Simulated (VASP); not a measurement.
Runs of VASP 6.6.1 on Nd. Symmetry: P6_3/mmc, No. 194, hexagonal system. Conventional cell: a = 3.657 Å, b = 3.657 Å, c = 5.902 Å, α = 90.00°, β = 90.00°, γ = 120.00°. Nd (site symmetry -6m2) has 12 Nd at 3.63 to 3.66 Å as nearest neighbours. This isn't the form of Nd at room conditions, which is double hcp.

| task | level | potentials or basis | spin | k mesh | cutoff (eV) | smearing | gap on the mesh (eV) | pressure (GPa) | moment (μB) |
| --- | --- | --- | --- | --- | --- | --- | --- | --- | --- |
| single point | PBEsol | VASP PAW PBE potentials, release 64 (Nd) | collinear, antiferromagnetic start | 7 × 7 × 4 | 520 | fermi-dirac 0.05 eV | none | (a) | 0.00 |
| density of states | BLYP | VASP PAW PBE potentials, release 64 (Nd_3), 4f in core | collinear, ferromagnetic start | 8 × 8 × 5 | 520 | gaussian 0.05 eV | none | 3.5 | 0.00 |
| single point | PBE | VASP PAW PBE potentials, release 64 (Nd) | collinear, ferromagnetic start | 8 × 8 × 5 | 500 | gaussian 0.1 eV | none | 0.2 | 8.22 |
| single point | PBEsol | VASP PAW PBE potentials, release 64 (Nd) | collinear, ferromagnetic start | 20 × 20 × 11 | 900 | methfessel-paxton 0.1 eV | none | (b) | 8.26 |

Alike in all rows: cell as given.

**Question.** Estimate the missing entries.

**Answer.** (a) -3.1; (b) -2.5.

Caveats: the magnetic or orbital state may not be the lowest; spin-orbit coupling is left out, which moves the levels of the heavy elements; the PAW data sets were made with another functional, which shifts forces and pressure a little (some runs); the 4f electrons are frozen in the core as for a trivalent ion, so they carry no moment and show no levels (some runs); ASE's xc='lda' writes no GGA tag, so the PBE potentials set the functional and the run is PBE (some runs).

A k mesh can miss the band edges, and the runs leave out spin-orbit coupling on Nd.

A gap of «none» marks a metal or a gap under the smearing width.

The runs don't all hold the same shells in valence.
